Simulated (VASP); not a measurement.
# GaP: relaxation of cell and atoms with r2SCAN

The system is GaP.

```xyz
2
Lattice="0.0000 2.7252 2.7252 2.7252 0.0000 2.7252 2.7252 2.7252 0.0000" Properties=species:S:1:pos:R:3 pbc="T T T"
Ga    0.0000    0.0000    0.0000
P     1.3626    1.3626    1.3626
```

```json
{
  "Program": "VASP 6.6.1",
  "Task": "relaxation of cell and atoms",
  "Functional": "r2SCAN",
  "Potentials or basis": "VASP PAW PBE potentials, release 64 (Ga_d, P)",
  "Cutoff": "600 eV",
  "k mesh": "8 × 8 × 8",
  "Occupations": "gaussian, width 0.03 eV",
  "Spin": "no spin polarisation",
  "Further INCAR settings": "ALGO = Normal; EDIFF = 1e-06; IBRION = 2; EDIFFG = -0.01; NSW = 90; ISIF = 3"
}
```

```yaml
Pressure_after_relaxing: 0.0 GPa
Band_gap_on_the_k_mesh: 1.90 eV, indirect (least direct gap 2.34 eV)
```

Final structure:
```
CELL_PARAMETERS angstrom
0.00000 2.72525 2.72525
2.72525 0.00000 2.72525
2.72525 2.72525 0.00000
ATOMIC_POSITIONS crystal
Ga 0.00000 0.00000 0.00000
P 0.25000 0.25000 0.25000
```

Levels at points of the mesh, in eV from the valence-band top:
| k point | band 5 | band 6 | band 7 | band 8 | band 9 | band 10 | band 11 | band 12 | band 13 |
| --- | --- | --- | --- | --- | --- | --- | --- | --- | --- |
| (0.00, 0.00, 0.00) | -14.88 | -13.02 | 0.00 | 0.00 | 0.00 | 2.34 | 4.19 | 4.19 | 4.19 |
| (0.50, 0.00, 0.00) | -14.87 | -10.86 | -6.84 | -1.17 | -1.17 | 2.04 | 5.06 | 5.06 | 8.83 |
| (0.50, 0.50, 0.00) | -14.85 | -9.92 | -6.96 | -2.80 | -2.80 | 1.91 | 2.10 | 11.35 | 11.35 |

It took 30 s on 1 thread of Intel(R) Xeon(R) 6975P-C (Granite Rapids) (shared host), peak memory 0.19 GiB.

Caveat: the relaxation stopped at its first step, so nothing moved; the PAW data sets were made with another functional, which shifts forces and pressure a little. r2SCAN opens gaps a little over a GGA but as a rule still falls short of measured ones.
